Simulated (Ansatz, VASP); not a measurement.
**Zr: VASP beside Ansatz**

```
Zr
1.0
     0.00000    2.25500    2.25500
     2.25500    0.00000    2.25500
     2.25500    2.25500    0.00000
Zr
1
Direct
  0.00000 0.00000 0.00000
```

This isn't the form of Zr at room conditions, which is hcp.

Alike in both runs: task single point; functional PBE; k mesh 10 × 10 × 10; occupations fermi-dirac, width 0.05 eV; no spin polarisation.

|  | VASP | Ansatz |
| --- | --- | --- |
| version | VASP 6.6.1 | Ansatz 0.2.0 |
| potentials or method | VASP PAW PBE potentials, release 64 (Zr_sv), cutoff 520 eV | all-electron LAPW, scalar-relativistic |

```csv
,VASP,Ansatz,Ansatz less VASP
gap on the k mesh at the Fermi level (eV),none,none,-
pressure (GPa),1.2,1.2,0.00
```

A gap of «none» marks a metal or a gap that the smearing closes. Ansatz ran all-electron here, so the differences hold the error of VASP's frozen core and of both bases.
